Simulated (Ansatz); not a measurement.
# CaO (Lime, Fm-3m): phonons and vibrational spectra, part 2 of 2

How does CaO (Lime, Fm-3m) vibrate, and is this structure a minimum?

Ansatz 0.2.0; DFT PBEsol, scalar-relativistic, plane waves, PAW.

So far. Step 3 (Relaxing to small forces for the phonons): The forces vanish by symmetry and the pressure is -0.006 GPa, within the tolerances set. The cell now holds 13.54 Å³/atom. The relaxed cell has a = 4.767 Å (conventional setting).

**4. Phonons on a q mesh**

Stability and thermal properties need the whole zone. Linear response on a 4×4×4 q mesh gives force constants as far as a supercell of that size would.

input.yaml reads:

```yaml
crystal:
  lattice:
    - [0.0, 2.3835706879, 2.3835706879]
    - [2.3835706879, 0.0, 2.3835706879]
    - [2.3835706879, 2.3835706879, 0.0]
  atoms:
    - { symbol: Ca, position: [0.0, 0.0, 0.0] }
    - { symbol: O, position: [0.5, 0.5, 0.5] }
kpoints:
  mp_grid: { grid: [8, 8, 8] }
hamiltonian:
  xc: pbesol
scf:
  occupations: { method: fixed }
output:
  eigenvalues: true
phonons:
  method: dfpt
  dielectric: true
  rigid_motions: translations
  raman: true
  qmesh: [4, 4, 4]
  temperatures: { t_max: 1000, t_step: 50 }
  qpath:
    path:
      - [[0.0, 0.0, 0.0], [0.5, 0.0, 0.5], [0.625, 0.25, 0.625]]
      - [[0.375, 0.375, 0.75], [0.0, 0.0, 0.0], [0.5, 0.5, 0.5], [0.5, 0.25, 0.75], [0.5, 0.0, 0.5]]
    npoints: 10
```

Command:

```
ansatz run input.yaml --threads 4 --pin off --max-ram 7168MiB --backend cpu --events-out ev --progress --plain --runs-dir out
```

Numbers of over 12 decimals in the logs are rounded to 6 here.

The program printed:

```text
[...]
Crystal: 2 atoms, lattice volume = 27.084 Å³
Basis set: ecut = 420 eV, 531 PW (Γ), exchange–correlation on 48×48×48 points (8 copies of the dense FFT grid, shifted against one another)
Bands: 12, of which v1, the nominal top of the filled ones, is band 8 counted from 1 (7 counted from 0)
Symmetry: 48 space group operations
k-points: 59 of 512 (irreducible under 8 space group operations, time reversal used)
[...]
SCF iter   1: F=—  HF=-2358.118628 eV  |F-HF|=—  |Δ(HF+E_count)|=         —  Δρ=1.45e-2  dr2=5.07e-2  ethr=1.77e-3  ⟨swp⟩=4.7  Hψ=4156  notcnv=0  defer=16
[...]
SCF iter   8: F=-2358.104910 eV  HF=-2358.104910 eV  |F-HF|=2.73e-11  |Δ(HF+E_count)|=   1.86e-9  Δρ=3.98e-7  dr2=3.78e-11  ethr=1.00e-12  ⟨swp⟩=5.2  Hψ=3709  notcnv=0
SCF 1 converged in 8 iterations: F = -2358.104910 eV  dr2 = 3.78e-11
[...]
DFPT response loops at Γ: preconditioner auto → none (the input reference at scf.mixing.eps_inf says where Resta's filter doesn't serve); β = 0.50; Broyden in place of MSR1
── the response to a field inside a basis, on 8×8×8 k-points: an SCF that follows is theirs, and a resumed run solves both again ──
Bands: 9, of which v1, the nominal top of the filled ones, is band 8 counted from 1 (7 counted from 0)
k-points: 60 of 512 (irreducible under 12 space group operations)
[...]
Eigensolver: Dense (60 Hₖ)
SCF iter   1: F=—  HF=-2358.106807 eV  |F-HF|=—  |Δ(HF+E_count)|=         —  Δρ=6.00e-4  dr2=1.47e-5  ethr=1.00e-1
[...]
SCF iter   6: F=-2358.106817 eV  HF=-2358.106817 eV  |F-HF|=1.82e-12  |Δ(HF+E_count)|=  6.03e-10  Δρ=1.53e-7  dr2=1.87e-12  ethr=3.92e-12
SCF 1 converged in 6 iterations: F = -2358.106817 eV  dr2 = 1.87e-12
[...]
NSCF: frozen V_eff on 29 k-points
[...]
DFPT response loops at q = (0, 0, -0.5) (fractional): preconditioner auto → Resta (q_TF=auto, 2.499 Å⁻¹)  ε∞=4.1 (no band partly filled); β = 1.00, the filter's whole step (`scf.mixing.beta` (0.50) is not read by the response loops at its default; to damp them type it under 1.00, their step now; it binds the ground state too); Broyden in place of MSR1
[...]
SCF converged after 8 iterations
Free energy (F): -2358.104910 eV
[...]
Internal energy: -2358.104910 eV  (E = F + TS)
E sigma→0 (E₀):  -2358.104910 eV
Fermi energy:    7.812349 eV
[...]
--- Band table (eV; the first three rows and the last of 59) ---
  k-point 0: bands = [... 4 lower, -7.6641, 7.8123, 7.8123, 7.8123, 12.5917, 14.0789, 14.0789, 14.0789]
  k-point 1: bands = [... 4 lower, -7.4060, 7.2575, 7.5911, 7.5911, 13.2879, 14.0304, 14.3551, 14.3551]
  k-point 2: bands = [... 4 lower, -6.9020, 6.2203, 7.1195, 7.1195, 14.0888, 14.7698, 15.0825, 15.0825]
  k-point 58: bands = [... 4 lower, -6.9712, 6.4761, 6.7383, 6.7383, 14.1545, 14.1545, 16.3971, 17.5874]
--- Phonons (Γ-DFPT): 2 representative perturbations + reference, on 59 of 512 k-points (Σ response iterations 7) ---
  k mesh reduced under 8 symmetry operations, with k and −k counted as one. Each operation leaves every solved perturbation unchanged. A smaller set is not considered because the run solves the response to a homogeneous field
  ASR residual: 3.289e-4 → 0.000e0 eV/Å²; symmetrization residual: 1.866e-7 eV/Å²
  ASR residual per site (eV/Å²): 1.55e-4 3.29e-4
  Γ frequencies (cm⁻¹): 0.00 0.00 0.00 272.93 272.93 272.93
  ε∞ (high-frequency dielectric tensor):
        3.855982     0.000000    -0.000000
        0.000000     3.855982    -0.000000
       -0.000000    -0.000000     3.855982
  ε⁰ (static dielectric tensor: ions relaxed, cell fixed):
       15.737689     0.000000    -0.000000
        0.000000    15.737689     0.000000
       -0.000000     0.000000    15.737689
  ε⁰ − ε∞ (ionic part):
       11.881707     0.000000    -0.000000
        0.000000    11.881707     0.000000
       -0.000000     0.000000    11.881707
  softest optical mode at Γ: 272.93 cm⁻¹; the repairs (sum rule, projections) moved no ω² at Γ by more than (2.37 cm⁻¹)²
  Born effective charges Z* (e; rows j = field, columns β = displacement):
    site 0:
         2.36014   -0.00000   -0.00000
         0.00000    2.36014    0.00000
        -0.00000    0.00000    2.36014
    site 1:
        -2.36014    0.00000    0.00000
        -0.00000   -2.36014   -0.00000
         0.00000   -0.00000   -2.36014
  Z* charge neutrality: 4.930e-4 e pre-enforcement
  solved inside a basis spanned on kpoints, on 8×8×8 k-points: ε∞ is read to err by 9.1e-3, Z* by 1.1e-2 e (field_mesh: kpoints solves on kpoints); Z* is corrected for what the basis lacks
  Raman tensors (in the event stream and the table raman_tensors.tsv): an entry may err by 1.5e-4 Å², one of the second-order susceptibility by 4.5e-20 pm/V (basis, points and sum rule); their sum over the sites missed zero by 2.365e-21 Å² ahead of its enforcement
  optical modes at Γ without the LO–TO term, one row a degenerate level:
      ω (cm⁻¹)  modes    IR ((D/Å)²/amu)  static Raman (Å⁴/amu)  depolarisation
        272.93      3            33.7166                 0.0000               —
  optical modes at Γ + LO–TO along q̂ = [1.0000, 0.0000, 0.0000]:
      ω (cm⁻¹)  modes    IR ((D/Å)²/amu)  static Raman (Å⁴/amu)  depolarisation
        272.93      2            22.4777                 0.0000               —
        551.38      1            11.2389                 0.0000               —
  optical modes at Γ + LO–TO along q̂ = [0.0000, 1.0000, 0.0000]:
      ω (cm⁻¹)  modes    IR ((D/Å)²/amu)  static Raman (Å⁴/amu)  depolarisation
        272.93      2            22.4777                 0.0000               —
        551.38      1            11.2389                 0.0000               —
  optical modes at Γ + LO–TO along q̂ = [0.0000, 0.0000, 1.0000]:
      ω (cm⁻¹)  modes    IR ((D/Å)²/amu)  static Raman (Å⁴/amu)  depolarisation
        272.93      2            22.4777                 0.0000               —
        551.38      1            11.2389                 0.0000               —
--- Phonons (arbitrary-q DFPT): 8 irreducible q on the 4×4×4 mesh ---
  q = [0.0000, 0.0000, 0.0000] (star 1, of the zone-centre solve; hermiticity 1.19e-7, symmetrization 2.38e-14): -0.00 0.00 0.00 272.93 272.93 272.93
  q = [0.0000, 0.0000, 0.2500] (star 8, 2 solved perturbations on 288 of 512 k-point pairs; hermiticity 2.02e-7, symmetrization 6.13e-14): 129.45 129.45 231.17 291.02 291.02 527.52
[...]
q = [0.0000, 0.2500, 0.2500] (star 6, 4 solved perturbations in 528 linear systems a pass and spin channel, the states on 164 of 512 k-point pairs; hermiticity 2.70e-7, symmetrization 3.28e-14): 144.88 144.88 233.45 289.04 289.04 483.85
[...]
sum rule: each row above includes the acoustic sum rule's correction from the zone centre's row sums; it moved no ω² by more than (2.36 cm⁻¹)²
  mesh force constants: q→R imaginary residual 1.38e-18; ASR residual 3.289e-4 → 0.000e0 eV/Å²; symmetrization residual 4.441e-15 eV/Å²
  interpolated dispersion: 63 rows × 6 modes
  density of states and harmonic sums: on the 24×24×24 q-mesh, interpolated from the force constants of a 4×4×4 supercell (with the dipole–dipole term)
  largest difference from the sums on the solved wave vectors: F 8.92e-3 eV, S 1.30e-5 and C_V 3.97e-6 eV/K
  zero-point energy: 0.107281 eV/cell   skipped modes (ω ≤ 0): 3   left out of the sums: 3.62e-5 of the cell's modes: C_V's classical limit lies that fraction below 3 k_B per atom; for a crystal, a wire or a layer, F and S can be off by more, and a phonons.interpolated_qmesh denser along its periods is the remedy for the sampling
```

Elapsed: 100 s, on 4 threads of Intel Xeon Platinum 8375C at 2.90GHz (Ice Lake), shared host; peak memory 0.87 GiB.

The column dr2 measures how far the density is from self-consistency, as an energy; F and HF (Harris–Foulkes) agree once it is small.

Numbers from this step:

```yaml
sum_rule_residual_before_enforcement: 3.29e-4 eV/Å²
miss_of_the_charge_sum_rule: 4.93e-4 e
estimated_error_of_the_dielectric_tensor: 0.009066
estimated_error_of_the_born_charges: 0.01084 e
lowest_frequency_on_the_path: 0 cm⁻¹
point_group: m-3m
highest_frequency_on_the_path_or_at_a_solved_wavevector: 551.4 cm⁻¹
mean_frequency: 288.4 cm⁻¹
debye_temperature_second_moment: 564 K
logarithmic_mean_frequency: 272 cm⁻¹
highest_optical_mode_at_the_zone_centre_no_lo_to_term: 272.9 cm⁻¹
lowest_optical_zone_centre_mode: 272.9 cm⁻¹
mean_high_frequency_dielectric_constant: 3.856
largest_born_charge_third_of_the_trace: 2.360 e
mean_static_dielectric_constant: 15.74
top_of_the_zone_centre_spectrum_with_the_field: 551.4 cm⁻¹
```

Optical modes at the zone centre, without and with the macroscopic field of the longitudinal modes; each column is sorted by frequency, so a row need not hold one and the same mode. Modes with and without the field, by row:

```tsv
rank among optical modes	no field (cm⁻¹)	q along (1, 0, 0) (cm⁻¹)
1	272.9	272.9
2	272.9	272.9
3	272.9	551.4
```

Born charge (rows field, columns displacement) (e), principal values of the symmetric part by kind of site:

```tsv
atom	atoms with these values	low	middle	high	mean
Ca1	1	2.36	2.36	2.36	2.36
O2	1	-2.36	-2.36	-2.36	-2.36
```

In full for Ca1:

```
2.36 0.00 0.00
0.00 2.36 0.00
0.00 0.00 2.36
```

High-frequency dielectric tensor:

```
3.86 0.00 0.00
0.00 3.86 0.00
0.00 0.00 3.86
```

Static dielectric tensor (ions relaxed, fixed cell):

```
15.74  0.00  0.00
 0.00 15.74  0.00
 0.00  0.00 15.74
```

Transverse modes. Infrared lines, with heights relative to the strongest:

```tsv
position (cm⁻¹)	label	relative intensity
273	T1u	100
```

Frequencies (cm⁻¹) solved at each irreducible wavevector; negative means imaginary. Frequencies by wavevector, by row:

```tsv
q in reciprocal lattice units	star	mode 1	mode 2	mode 3	mode 4	mode 5	mode 6
0 0 0	1	0	0	0	272.9	272.9	272.9
0 0 0.25	8	129.4	129.4	231.2	291	291	527.5
0 0 -0.5	4	178.7	178.7	306.8	306.8	372.4	470.5
0 0.25 0.25	6	144.9	144.9	233.4	289	289	483.9
0 0.25 -0.5	24	192.1	225.2	301.4	306.5	328.9	425.9
0 0.25 -0.25	12	175.5	220.6	294.9	306.7	315.9	463.9
0 -0.5 -0.5	3	201.3	201.3	293.8	297.7	297.7	386.2
0.25 -0.5 -0.25	6	240.2	264.3	264.3	341.4	341.4	357.1
```

Interpolated from a 4×4×4 q mesh, with the LO-TO term (at Γ the limit along the path; where Γ stands inside the path, tables give the limit on arrival). Phonon branches along the path, in cm⁻¹:

```tsv
point	branch 1	branch 2	branch 3	branch 4	branch 5	branch 6
Γ	0	0	0	273	273	551
halfway	145	145	233	289	289	484
X	201	201	294	298	298	386
halfway	203	225	290	299	322	380
U	203	271	279	302	362	373
jump to K	203	271	279	302	362	373
halfway	148	173	252	297	301	502
Γ	0	0	0	273	273	551
halfway	129	129	231	291	291	528
L	179	179	307	307	372	470
halfway	196	225	310	318	338	432
W	240	264	264	341	341	357
halfway	222	226	287	311	329	374
X	201	201	294	298	298	386
```

The phonon branches as a text plot (rows in cm⁻¹):

```
    540 |****                     **********
    517 |    **                  *          **
    494 |      *                *             **
    471 |                      *                ****
    448 |       *            **                     **
    425 |        *          *                         **
    402 |         ***      *                            *
    379 |            **** *                      **          ****
    356 |                ***                    *  ***   ****
    333 |              **   *                  *      ********
    310 |             * *********             ***********    ****
    287 |  *****************   ******    *****              *****
    264 |**     *        ***         ****    *           ***
    241 |      *        *   *   *           *          *******
    218 |              *     **  *                   ** *    **
    195 |    **   ***********  *           *       *****       **
    172 |       **           **** **           *****
    149 |   *  *                **        *  **
    126 |    **                  *  *       *
    103 |  **                     **     * *
     80 |                           *     *
     57 | **                         *  **
     34 | *                          *  *
     11 |*                            **
         Γ           X  U|K            Γ         L        W     X
```

The phonon density of states has structure finer than the step of the table below, so its rows give means over 25 cm⁻¹, whole bins alone (the curve runs from 2.5 to 552 cm⁻¹). Peaks (cm⁻¹: height): 202.5: 0.0299, 307.5: 0.0916.

Tetrahedra on a 24×24×24 mesh, mean over bins of 5 cm-1. Interpolated from a 4×4×4 q mesh. Table of phonon density of states by wavenumber; means over each step:

```tsv
wavenumber (cm⁻¹)	phonon density of states (1/cm⁻¹/cell)
25	9.6e-5
50	4.4e-4
75	0.00112
100	0.00233
125	0.00447
150	0.00855
175	0.0193
200	0.0256
225	0.0144
250	0.0102
275	0.0153
300	0.0643
325	0.0247
350	0.00891
375	0.00460
400	0.00616
425	0.00670
450	0.00736
475	0.00664
500	0.00461
525	0.00326
```

The partial phonon density of states has structure finer than the step of the table below, so its rows give means over 25 cm⁻¹, whole bins alone (the curve runs from -10 to 577 cm⁻¹). Peaks (cm⁻¹: height): Ca 193.0: 0.0259, 289.0: 0.0237; O 307.5: 0.0636.

Phonopy on the run's constants, 21x21x21 mesh, Gaussian sigma 4.2 cm-1. Interpolated from a 4×4×4 q mesh. The partial phonon density of states by wavenumber; means over each step; values in 1/cm⁻¹/cell:

```tsv
wavenumber (cm⁻¹)	Ca	O
25	8.3e-5	3.0e-5
50	3.4e-4	1.2e-4
75	8.4e-4	2.8e-4
100	0.00179	5.1e-4
125	0.00373	8.6e-4
150	0.00750	0.00119
175	0.0177	0.00137
200	0.0240	0.00144
225	0.0136	8.3e-4
250	0.00938	7.2e-4
275	0.0106	0.00578
300	0.0169	0.0447
325	0.00504	0.0213
350	0.00308	0.00598
375	6.7e-4	0.00407
400	3.5e-4	0.00578
425	4.9e-4	0.00616
450	7.4e-4	0.00660
475	0.00101	0.00558
500	0.00103	0.00359
525	8.5e-4	0.00243
550	2.8e-4	7.2e-4
```

Second derivatives of the energy by pair, one row for each kind of neighbour of each atom listed. Each entry sums the pair over the periodic images of the supercell that the q mesh stands for, and in a polar crystal it holds the long-range dipole part too. Force constants by pair, by row:

```tsv
atom	neighbour	distance (Å)	third of the trace (eV/Å²)	along the pair's line (eV/Å²)
Ca1	itself	0	9.089	–
Ca1	O	2.384	-0.9694	-0.7234
Ca1	Ca	3.371	-0.2341	-1.981
Ca1	O	4.128	0.0038	0.515
Ca1	Ca	4.767	-0.1749	-0.6867
Ca1	O	5.33	0.0565	0.3483
Ca1	Ca	5.839	-0.0404	-0.232
Ca1	Ca	6.742	-0.036	-0.2583
Ca1	O	7.151	0.0388	0.141
O2	itself	0	7.145	–
O2	Ca	2.384	-0.9694	-0.7234
O2	O	3.371	-0.0599	-1.028
O2	Ca	4.128	0.0038	0.515
O2	O	4.767	-0.2165	-0.7794
O2	Ca	5.33	0.0565	0.3483
O2	O	5.839	-0.0297	-0.1924
O2	O	6.742	-0.0652	-0.2991
O2	Ca	7.151	0.0739	0.1651
```

Harmonic thermodynamic functions per atom, from the density of states. Interpolated from a 4×4×4 q mesh. Thermodynamic functions, by row:

```tsv
T (K)	F_vib (meV/atom)	S (J/mol-atom/K)	C_V (J/mol-atom/K)
0	53.64	0	0
50	53.59	0.448	1.552
100	52.69	3.445	8.175
200	44.47	12.47	17.53
300	27.31	20.36	21.11
400	2.81	26.68	22.66
500	-27.59	31.82	23.44
600	-62.87	36.14	23.88
700	-102.3	39.84	24.16
800	-145.3	43.08	24.34
900	-191.5	45.95	24.46
1000	-240.4	48.54	24.55
```

Harmonic mean-square displacement, third of the trace. Interpolated from a 4×4×4 q mesh. Mean square displacements, by row:

```tsv
T (K)	Ca1 U_eq (Å²)	O2 U_eq (Å²)
0	0.00199	0.00333
100	0.00238	0.00359
300	0.0049	0.00593
600	0.0093	0.01066
```

Symmetry leaves 8 wavevectors to solve. The lowest mode among them, the acoustic zeros apart, lies at q = (0, 0, 0.25) and is real, 129 cm⁻¹.

**5. Another isotope, element Ca, natural mass 40.078 amu**

An isotope changes the mass and not the force constants, so no new electronic calculation is needed; the shifts show which modes move this element.

The same force constants with the mass of Ca changed from 40.078 to 47.953 u (phonopy, no LO-TO term). Both lists are sorted by frequency; levels can cross, so a row need not hold one and the same mode. Modes under 3 cm⁻¹ are left out. Isotope shifts, by row:

```tsv
q	rank	natural mass (cm⁻¹)	changed mass (cm⁻¹)
0 0 0	4	272.9	266.5
0 0 0	5	272.9	266.5
0 0 0	6	272.9	266.5
0 0 0.25	1	129.4	119.7
0 0 0.25	2	129.4	119.7
0 0 0.25	3	231.2	215.9
0 0 0.25	4	291	287.6
0 0 0.25	5	291	287.6
0 0 0.25	6	527.5	516.4
0 0 -0.5	1	178.7	163.4
0 0 -0.5	2	178.7	163.4
0 0 -0.5	3	306.8	306.8
0 0 -0.5	4	306.8	306.8
0 0 -0.5	5	372.4	340.4
0 0 -0.5	6	470.5	470.5
0 0.25 0.25	1	144.9	134.7
0 0.25 0.25	2	144.9	134.7
0 0.25 0.25	3	233.4	217.3
0 0.25 0.25	4	289	284.3
0 0.25 0.25	5	289	284.3
0 0.25 0.25	6	483.9	475.3
```

A mode of this element alone would shift by -8.58 %. The highest zone-centre frequency without the field goes from 272.9 to 266.5 cm⁻¹ (-2.4 %). The product of the frequency ratios over all optical modes at Γ is 0.931; the product rule, (m/m′)^(3k/2) (M′/M)^(3/2) with k = 1 such atoms and M the mass of the cell, gives 0.931.

**6. Another isotope, element O, natural mass 15.999 amu**

The same for O, from 16.00 to 18.00 u.

A mode of this element alone would shift by -5.72 %. The highest zone-centre frequency without the field goes from 272.9 to 261.9 cm⁻¹ (-4.1 %). The product of the frequency ratios over all optical modes at Γ is 0.883; the product rule, (m/m′)^(3k/2) (M′/M)^(3/2) with k = 1 such atoms and M the mass of the cell, gives 0.883.

**7. What came out**

| Item | Value |
| --- | --- |
| space group after relaxation (within 0.01 Å) | Fm-3m |
| volume per atom | 13.5 Å³ |
| gap on the k-mesh | 3.54 eV |
| highest optical mode at the zone centre (no LO-TO term) | 273 cm⁻¹ |
| top of the zone-centre spectrum with the field | 551 cm⁻¹ |
| lowest optical zone-centre mode | 273 cm⁻¹ |
| mean high-frequency dielectric constant | 3.86 |
| mean static dielectric constant | 15.7 |
| largest Born charge (third of the trace) | 2.36 e |
| lowest mode on the q mesh (acoustic modes at Γ apart) | 129 cm⁻¹ |
| highest frequency on the path or at a solved wavevector | 551 cm⁻¹ |
| zero-point energy per atom | 53.6 meV |
| heat capacity at 300 K | 21.1 J/(mol atoms K) |
| vibrational entropy at 300 K | 20.4 J/(mol atoms K) |
| Debye temperature (second moment) | 564 K |
| imaginary modes on the 4×4×4 q mesh | none |

The structure is a minimum as far as tested: no mode is imaginary at the 8 irreducible wavevectors of the 4×4×4 mesh, and the softest away from the acoustic zeros lies at 129 cm⁻¹. Without the field, the optical modes at Γ form one degenerate level at 273 cm⁻¹. With the macroscopic field of the longitudinal modes the top of the zone-centre spectrum lies at 551 cm⁻¹, against 273 cm⁻¹ without it. Lattice motion raises the mean dielectric constant from 3.856 to 15.74. The strongest infrared line is at 273 cm⁻¹. No mode is Raman active to first order. These are harmonic frequencies at zero temperature: anharmonic shifts, linewidths and thermal expansion are left out.

[Logs are printed without paths, hosts, clocks, repeated set-up lines and the standing remarks that a program may print on its own settings, such as how far it seeks lower states.]

[Hosts, paths, dates, database ids (printed as entryN), source tags and the programs' standing remarks are cut or masked in the printed files.]
